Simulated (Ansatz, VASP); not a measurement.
**One calculation of TePb, two programs**

```
Te Pb
1.0
     4.00229    0.00000    0.00000
     0.00000    4.00229    0.00000
     0.00000    0.00000    4.00229
Te Pb
1 1
Direct
  0.50000 0.50000 0.50000
  0.00000 0.00000 0.00000
```

Measurements of this composition are mostly on another form, of space group No. 225.

Alike in both runs: task single point; functional PBE; dispersion D3(BJ); k mesh 6 × 6 × 6; occupations gaussian, width 0.05 eV; no spin polarisation.

```csv
,VASP,Ansatz
version,VASP 6.6.1,Ansatz 0.2.0
potentials or method,"VASP PAW PBE potentials, release 64 (Te, Pb_d)","scalar-relativistic, plane waves, PAW"
plane-wave cutoff (eV),520,420
valence electrons in the cell,20,30
```

```tsv
	VASP	Ansatz	Ansatz less VASP
gap on the k mesh at the Fermi level (eV)	none	none	-
pressure (GPa)	-2.0	-2.0	+0.04
```

A gap of «none» marks a metal or a gap that the smearing closes. The functional is the same, so the differences come from potentials, cutoffs and numerics. The two sets of potentials don't hold the same shells in valence. Ansatz warned: «dispersion_switch_in_reach».

Caveats: pairwise dispersion overbinds metals, which lowers pressure and volume. The runs have no spin-orbit coupling, so splittings on Pb, Te are missing.
